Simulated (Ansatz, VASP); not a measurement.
One calculation of InSb, two programs

Contents of INCAR:

```
PREC = Accurate
ENCUT = 520
EDIFF = 1E-7
ISMEAR = 0
SIGMA = 0.1
LREAL = F
LASPH = T
NELM = 80
ALGO = Normal
ISIF = 2
LWAVE = F
LCHARG = T
GGA = PE
LELF = T
LVHAR = T
NBANDS = 16
```

File KPOINTS:

```
regular mesh
0
Gamma
  4 4 4
```

POSCAR

```
InSb
1.0
    0.0000000000      3.0735130000      3.0735130000
    3.0735130000      0.0000000000      3.0735130000
    3.0735130000      3.0735130000      0.0000000000
In Sb
1 1
Direct
    0.0000000000      0.0000000000      0.0000000000
    0.5000000000      0.5000000000      0.5000000000
```

Input for Ansatz:

```yaml
crystal:
  lattice:
    - [0.0, 3.073513, 3.073513]
    - [3.073513, 0.0, 3.073513]
    - [3.073513, 3.073513, 0.0]
  atoms:
    - { symbol: In, position: [0.0, 0.0, 0.0] }
    - { symbol: Sb, position: [0.5, 0.5, 0.5] }
basis:
  ecutwfc: 420
kpoints:
  mp_grid: { grid: [4, 4, 4] }
hamiltonian:
  xc: pbe
scf:
  occupations: { method: gaussian, width: 0.1 }
output:
  forces: true
  stress: true
  eigenvalues: true
```

Measurements of this composition are mostly on another form, of space group No. 216.

Alike in both runs: task single point; functional PBE; k mesh 4 × 4 × 4; occupations gaussian, width 0.1 eV; no spin polarisation.

|  | VASP | Ansatz |
| --- | --- | --- |
| version | VASP 6.6.1 | Ansatz 0.2.0 |
| potentials or method | VASP PAW PBE potentials, release 64 (In_d, Sb) | scalar-relativistic, plane waves, PAW |
| plane-wave cutoff (eV) | 520 | 420 |
| valence electrons in the cell | 18 | 28 |

```tsv
	VASP	Ansatz	Ansatz less VASP
gap on the k mesh at the Fermi level (eV)	none	none	-
pressure (GPa)	1.8	1.8	+0.02
```

A gap of «none» marks a metal or a gap that the smearing closes. The two sets of potentials don't hold the same shells in valence.

Caveats: the k mesh is coarse (spacing up to 0.44 Å⁻¹), so the values aren't converged. Spin-orbit coupling is left out, which matters for the levels of Sb.
